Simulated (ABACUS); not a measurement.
Crystal: GaAs.

```
CELL_PARAMETERS angstrom
0.00000 2.82685 2.82685
2.82685 0.00000 2.82685
2.82685 2.82685 0.00000
ATOMIC_POSITIONS crystal
As 0.75000 0.75000 0.75000
Ga 0.00000 0.00000 0.00000
```

Base run:

| Item | Value |
| --- | --- |
| Program | ABACUS 3.10.1 |
| Functional | WC |
| Potentials or basis | PseudoDojo NC SR 0.4 PBEsol stringent |
| Cutoff | 1551 eV |
| Density cutoff | 6204 eV |
| Basis | plane waves |
| k mesh | 6 × 6 × 6 |
| Occupations | fermi-dirac, width 0.05 eV |
| Spin | no spin polarisation |

Its results: band gap on the k mesh 0.39 eV, direct; pressure 0.2 GPa.

**Question.** The run is repeated on the same cell with these changes: functional from WC to AM05; radial cutoff of the potentials (pseudo_rcut) from 7 bohr to 10 bohr. What comes out?

**Answer.** Band gap on the k mesh 0.47 eV, direct; pressure 0.3 GPa.

Caveats: the potentials were made for another functional, which shifts forces and pressure.

A k mesh can miss the band edges.

Not every run made on this cell is shown here.
